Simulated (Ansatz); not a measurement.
Al2Au:

```
CELL_PARAMETERS angstrom
0.00000 3.00000 3.00000
3.00000 0.00000 3.00000
3.00000 3.00000 0.00000
ATOMIC_POSITIONS crystal
Au 0.00000 0.00000 0.00000
Al 0.75000 0.75000 0.75000
Al 0.25000 0.25000 0.25000
```

* Program: Ansatz 0.2.0
* Task: single point
* Functional: PBEsol
* Potentials or basis: Ansatz PAW
* Cutoff: 420 eV (not typed: the program's choice for these potentials)
* k mesh: 8 × 8 × 8
* Occupations: fermi-dirac, width 0.05 eV
* Spin: no spin polarisation

On this cell: pressure 0.1 GPa; largest force zero by symmetry; band gap on the k mesh none (metal or under the smearing width).

The same run follows on a disturbed copy (atoms moved at random, drawn with an rms of 0.05 Å):

```xyz
3
Lattice="0.0000 3.0000 3.0000 3.0000 0.0000 3.0000 3.0000 3.0000 0.0000" Properties=species:S:1:pos:R:3 pbc="T T T"
Au    0.0066    0.0060   -0.0555
Al    4.5597    4.4825    4.4633
Al    1.5347    1.5050    1.4800
```

Q: What changes?

A: The energy (extrapolated to zero smearing) moves by +4.0 meV/atom; pressure 0.2 GPa; largest force 0.398 eV/Å; band gap on the k mesh none (metal or under the smearing width).

Forces in eV/Å, atoms in the order of the input:
```
Au   0.326 -0.101  0.205
Al  -0.240  0.108 -0.040
Al  -0.087 -0.007 -0.165
```

Stress tensor (GPa, compression positive):
```
 0.16 -0.38 -0.36
-0.38  0.23  0.47
-0.36  0.47  0.20
```

Caveats: the PAW data sets come from PBE, with cores solved anew for the run's functional, which leaves a small shift of forces and pressure.
